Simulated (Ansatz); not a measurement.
# ZnS: the cost of one run

Computed with Ansatz 0.2.0 (DFT LDA, scalar-relativistic, plane waves, PAW, unless a step's input says otherwise).

## 1. The structure to begin with

Symmetry: F-43m, No. 216, cubic system. Conventional cell: a = 5.409 Å, b = 5.409 Å, c = 5.409 Å, α = 90.00°, β = 90.00°, γ = 90.00°. Zn (site symmetry -43m) has 4 S at 2.34 Å as nearest neighbours. S (site symmetry -43m) has 4 Zn at 2.34 Å as nearest neighbours.

Structure file:

```
CELL_PARAMETERS angstrom
0.00000 2.70465 2.70465
2.70465 0.00000 2.70465
2.70465 2.70465 0.00000
ATOMIC_POSITIONS crystal
Zn 0.00000 0.00000 0.00000
S 0.75000 0.75000 0.75000
```

The cell is taken as given, not relaxed at this level.

## 2. Setting up a two-dimensional strain map

The cell is strained by p along both x and y and by q along z, with fractional coordinates fixed.

## 3. At p = -0.080, q = -0.080

input.yaml

```yaml
crystal:
  lattice:
    - [0.0, 2.488278, 2.488278]
    - [2.488278, 0.0, 2.488278]
    - [2.488278, 2.488278, 0.0]
  atoms:
    - { symbol: Zn, position: [0.0, 0.0, 0.0] }
    - { symbol: S, position: [0.75, 0.75, 0.75] }
basis:
  ecutwfc: 420
kpoints:
  mp_grid: { grid: [10, 10, 10] }
hamiltonian:
  xc: lda
scf:
  occupations: { method: gaussian, width: 0.05 }
output:
  forces: true
  stress: true
  eigenvalues: true
```

What time and memory should one allow on 1 thread of an Arm CPU, shared host?

About 1.4 s, with a peak of 0.28 GiB.
